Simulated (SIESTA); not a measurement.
# Nb in SIESTA: the effect of basis

Nb:

```xyz
1
Lattice="-1.6640 1.6640 1.6640 1.6640 -1.6640 1.6640 1.6640 1.6640 -1.6640" Properties=species:S:1:pos:R:3 pbc="T T T"
Nb    0.0000    0.0000    0.0000
```

Alike in all runs:

| Quantity | Value |
| --- | --- |
| Program | SIESTA 5.4.2 |
| Task | band structure |
| Functional | PBEsol |
| Potentials or basis | PseudoDojo 0.4 standard (PBEsol files) |
| Grid cutoff | 800 Ry |
| Energy shift | 0.003 Ry |
| k mesh | 11 × 11 × 11 |
| Occupations | fermi-dirac, width 0.05 eV |
| Spin | no spin polarisation |

```tsv
basis	pressure (GPa)
SZ	?
SZP	-5.2
DZ	-6.9
DZP	-6.4
TZP	-7.4
TZDP	-7.2
```

**Question.** What does the run with basis SZ give?

**Answer.** Pressure -9.7 GPa.

Caveats: the basis of atomic orbitals isn't converged, which shifts pressures, moduli and gaps; the basis has no polarisation orbitals (some runs).

Runs at the PBE level aren't shown here.
